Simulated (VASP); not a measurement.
# SnO2 (Cassiterite) (P4_2/mnm) in VASP: a series of runs, part 3 of 3

VASP 6.6.1.

## 5. Dielectric tensor, PBE

Input file INCAR:

```
SYSTEM = SnO2
ALGO = Normal
EDIFF = 1E-8
ENCUT = 400
GGA = PE
ISIF = 2
ISMEAR = 0
LASPH = .TRUE.
LCHARG = .FALSE.
LEPSILON = .TRUE.
LREAL = .FALSE.
LWAVE = .FALSE.
NELM = 100
PREC = Accurate
SIGMA = 0.1
```

Input file KPOINTS:

```
k-points
0
G
  6 6 8
  0 0 0
```

Input file POSCAR:

```
SnO2
1.0
    4.7380000000      0.0000000000      0.0000000000
    0.0000000000      4.7380000000      0.0000000000
    0.0000000000      0.0000000000      3.1865000000
Sn O
2 4
Direct
    0.5000000000      0.5000000000      0.5000000000
    0.0000000000      0.0000000000      0.0000000000
    0.8071000000      0.1929000000      0.5000000000
    0.6929000000      0.6929000000      0.0000000000
    0.1929000000      0.8071000000      0.5000000000
    0.3071000000      0.3071000000      0.0000000000
```

Potentials or basis: VASP PAW PBE potentials, release 64 (Sn_d, O).

On the command line:

```console
> cat potpaw_PBE.64/Sn_d/POTCAR potpaw_PBE.64/O/POTCAR > POTCAR
> mpirun -np 1 vasp_std > vasp.out
```

OUTCAR:

```text
SYSTEM = SnO2
   EDIFF = 1E-8
   ENCUT = 400
   GGA = PE
   ISIF = 2
   ISMEAR = 0
   LASPH = .TRUE.
   LEPSILON = .TRUE.
   LREAL = .FALSE.
   NELM = 100
   PREC = Accurate

 Found     50 irreducible k-points:

 Following reciprocal coordinates:
            Coordinates               Weight
  0.000000  0.000000  0.000000      1.000000
  0.166667  0.000000  0.000000      4.000000
  0.333333  0.000000  0.000000      4.000000
  0.500000  0.000000  0.000000      2.000000
  0.166667  0.166667  0.000000      4.000000
  0.333333  0.166667  0.000000      8.000000
   k-points           NKPTS =     50   k-points in BZ     NKDIM =     50   number of bands    NBANDS=     31
   number of dos      NEDOS =    301   number of ions     NIONS =      6
   total plane-waves  NPLWV =  24576
   dimension x,y,z NGX =    32 NGY =   32 NGZ =   24
   dimension x,y,z NGXF=    64 NGYF=   64 NGZF=   48
   ions per type =               2   4
   NGX,Y,Z   is equivalent  to a cutoff of  11.23, 11.23, 12.52 a.u.
   NGXF,Y,Z  is equivalent  to a cutoff of  22.46, 22.46, 25.04 a.u.
 SYSTEM =  SnO2
   PREC   = accura    normal or accurate (medium, high low for compatibility)
   ISTART =      0    job   : 0-new  1-cont  2-samecut
   ICHARG =      2    charge: 1-file 2-atom 10-const
   ISPIN  =      1    spin polarized calculation?
   LNONCOLLINEAR =      F non collinear calculations
   LSORBIT =      F    spin-orbit coupling
   LASPH  =      T    aspherical Exc in radial PAW
   ENCUT  =  400.0 eV  29.40 Ry    5.42 a.u.   7.73  7.73  5.20*2*pi/ulx,y,z
   NELM   =    100;   NELMIN=  2; NELMDL= -5     # of ELM steps
   EDIFF  = 0.1E-07   stopping-criterion for ELM
   LREAL  =      F    real-space projection
   EDIFFG = 0.1E-06   stopping-criterion for IOM
   NSW    =      0    number of steps for IOM
   IBRION =     -1    ionic relax: 0-MD 1-quasi-New 2-CG
   NFREE  =      0    steps in history (QN), initial steepest desc. (CG)
   ISIF   =      2    stress and relaxation
   ISYM   =      2    0-nonsym 1-usesym 2-fastsym
   POTIM  = 0.5000    time-step for ionic-motion
   TEBEG  =    0.0;   TEEND  =   0.0 temperature during run
   PSTRESS=    0.0 pullay stress
   NELECT =      52.0000    total number of electrons
   NUPDOWN=      -1.0000    fix difference up-down
   EMIN   =  10.00;   EMAX   =-10.00  energy-range for DOS
   EFERMI =   0.00;   METHOD = LEGACY
   ISMEAR =     0;   SIGMA  =   0.10  broadening in eV -4-tet -1-fermi 0-gaus
   EFERMI_NEDOS =   21; number of points for ismear=-14 and -15
   IALGO  =     38    algorithm
   IMIX   =      4    mixing-type and parameters
     AMIX     =   0.40;   BMIX     =  1.00
     AMIX_MAG =   1.60;   BMIX_MAG =  1.00
  volume/ion in A,a.u.               =      11.92        80.45
  Fermi-wavevector in a.u.,A,eV,Ry     =   1.472000  2.781677 29.480903  2.166785
  Thomas-Fermi vector in A             =   2.587068
   LORBIT       =      0    0 simple, 1 ext, 2 COOP (PROOUT), +10 PAW based schemes
   GGA     = PE    functional components
   LHFCALC =     F    Hartree Fock is set to
   AEXX    =    0.0000 exact exchange contribution
   IVDW    =     0    specifies the selected vdW correction
   LEPSILON=     T    determine dielectric tensor
   LRPA    =     F    only Hartree local field effects (RPA)
 non-spin polarized calculation
[... 231 lines left out ...]

 VOLUME and BASIS-vectors are now :
 -----------------------------------------------------------------------------
  energy-cutoff  :      400.00
  volume of cell :       71.53
      direct lattice vectors                 reciprocal lattice vectors
     4.738000000  0.000000000  0.000000000     0.211059519  0.000000000  0.000000000
     0.000000000  4.738000000  0.000000000     0.000000000  0.211059519  0.000000000
     0.000000000  0.000000000  3.186500000     0.000000000  0.000000000  0.313823945

 POSITION                                       TOTAL-FORCE (eV/Angst)
 -----------------------------------------------------------------------------------
      2.36900      2.36900      1.59325         0.000000      0.000000     -0.000000
      0.00000      0.00000      0.00000         0.000000      0.000000     -0.000000
      3.82404      0.91396      1.59325        -0.218047      0.218047     -0.000000
      3.28296      3.28296      0.00000         0.218047      0.218047     -0.000000
      0.91396      3.82404      1.59325         0.218047     -0.218047     -0.000000
      1.45504      1.45504      0.00000        -0.218047     -0.218047      0.000000
 -----------------------------------------------------------------------------------
    total drift:                                0.000000     -0.000000     -0.000000

  FREE ENERGIE OF THE ION-ELECTRON SYSTEM (eV)
  ---------------------------------------------------
  free  energy   TOTEN  =       -37.2415339209 eV

  energy  without entropy=      -37.2415339209  energy(sigma->0) =      -37.24153392

 HEAD OF MICROSCOPIC STATIC DIELECTRIC TENSOR (INDEPENDENT PARTICLE, excluding Hartree and local field effects)
 ------------------------------------------------------
           4.329794    -0.000000     0.000000
           0.000000     4.329794     0.000000
           0.000000     0.000000     4.634810
 ------------------------------------------------------

 Free energy of the ion-electron system (eV)
  ---------------------------------------------------
  ---------------------------------------------------
  free energy    TOTEN  =        -0.68658699 eV

  energy without entropy =       -0.68658699

------------------------ aborting loop because EDIFF is reached ----------------------------------------

--------------------------------------- Ionic step        2  -------------------------------------------

------------------------ aborting loop because EDIFF is reached ----------------------------------------

--------------------------------------- Ionic step        3  -------------------------------------------

 Free energy of the ion-electron system (eV)
  ---------------------------------------------------
  ---------------------------------------------------
  free energy    TOTEN  =        -0.74965005 eV

  energy without entropy =       -0.74965005

------------------------ aborting loop because EDIFF is reached ----------------------------------------

 PIEZOELECTRIC TENSOR FIELD DIRECTION 3  (e Angst)
 -----------------------------------------------------------------------------
     0.00151 -0.00000  0.00000           ( -0.00001 -0.00000  0.00000)
    -0.00000  0.00151  0.00000           ( -0.00000 -0.00001  0.00000)
     0.00000  0.00000 -0.00479           (  0.00000  0.00000 -0.00016)

 PIEZOELECTRIC TENSOR FIELD DIRECTION 3  (C/m^2)
 -----------------------------------------------------------------------------
     0.00034 -0.00000  0.00000
    -0.00000  0.00034  0.00000
     0.00000  0.00000 -0.00107

 MACROSCOPIC STATIC DIELECTRIC TENSOR (including local field effects in DFT)
 ------------------------------------------------------
           4.256096    -0.000000     0.000000
           0.000000     4.256096     0.000000
           0.000000     0.000000     4.551141
 ------------------------------------------------------

 PIEZOELECTRIC TENSOR (including local field effects)  for field in x, y, z        (e  Angst)
          XX          YY          ZZ          XY          YZ          ZX
  --------------------------------------------------------------------------------
  x     0.00000     0.00000     0.00000     0.00000     0.00000     0.00000
  y     0.00000     0.00000     0.00000     0.00000     0.00000     0.00000
  z     0.00000     0.00000     0.00000     0.00000     0.00000     0.00000

 PIEZOELECTRIC TENSOR (including local field effects)  for field in x, y, z        (C/m^2)
          XX          YY          ZZ          XY          YZ          ZX
  --------------------------------------------------------------------------------
  x     0.00000     0.00000     0.00000     0.00000     0.00000     0.00000
  y     0.00000     0.00000     0.00000     0.00000     0.00000     0.00000
  z     0.00000     0.00000     0.00000     0.00000     0.00000     0.00000

 BORN EFFECTIVE CHARGES (including local field effects) (in |e|, cummulative output)
 ---------------------------------------------------------------------------------
 ion    1
    1     4.07652    -0.44522     0.00000
    2    -0.44522     4.07652     0.00000
    3     0.00000     0.00000     4.46209
 ion    2
    1     4.07652     0.44522     0.00000
    2     0.44522     4.07652     0.00000
    3     0.00000     0.00000     4.46209
 ion    3
    1    -2.03826     0.69282     0.00000
    2     0.69282    -2.03826     0.00000
    3     0.00000     0.00000    -2.23104
 ion    4
    1    -2.03826    -0.69282     0.00000
    2    -0.69282    -2.03826     0.00000
    3     0.00000     0.00000    -2.23104
 ion    5
    1    -2.03826     0.69282     0.00000
    2     0.69282    -2.03826     0.00000
    3     0.00000     0.00000    -2.23104
 ion    6
    1    -2.03826    -0.69282     0.00000
    2    -0.69282    -2.03826     0.00000
    3     0.00000     0.00000    -2.23104
```

stdout:

```text
POSCAR found type information on POSCAR SnO
 POSCAR found :  2 types and       6 ions
 scaLAPACK will be used
 LDA part: xc-table for (Slater+PW92), standard interpolation
 POSCAR, INCAR and KPOINTS ok, starting setup
 FFT: planning ... GRIDC
[... 102 lines left out ...]
 onal to |phi(0)> (1.665161233679324E-004,-2.548655730905125E-014)
 LRF_COMMUTATOR internal error: the vector H(1)-e(1) S(1) |phi(0)> is not orthog
 onal to |phi(0)> (-1.832958443285793E-004,2.504940699310509E-015)
 LRF_COMMUTATOR internal error: the vector H(1)-e(1) S(1) |phi(0)> is not orthog
 onal to |phi(0)> (1.832958447691158E-004,4.059252933785729E-015)
 LRF_COMMUTATOR internal error: the vector H(1)-e(1) S(1) |phi(0)> is not orthog
 onal to |phi(0)> (-1.651839728610272E-004,-5.329070518200751E-015)
 LRF_COMMUTATOR internal error: the vector H(1)-e(1) S(1) |phi(0)> is not orthog
 onal to |phi(0)> (1.651839720517301E-004,2.896988204881268E-014)
 LRF_COMMUTATOR internal
```

It took 6.8 min on 1 thread of Intel Xeon Platinum 8488C (Sapphire Rapids), shared host; peak memory 0.43 GiB.

These settings aren't checked as converged: the numbers below hold their error.

What came out:

- Band gap on the k mesh: 1.27 eV, direct
- Electronic dielectric tensor (diagonal): 4.26, 4.26, 4.55
- Born charges (mean of the diagonal): Sn +4.21; O -2.10 e

Caveat: spin-orbit coupling is left out, which moves the levels of the heavy elements.
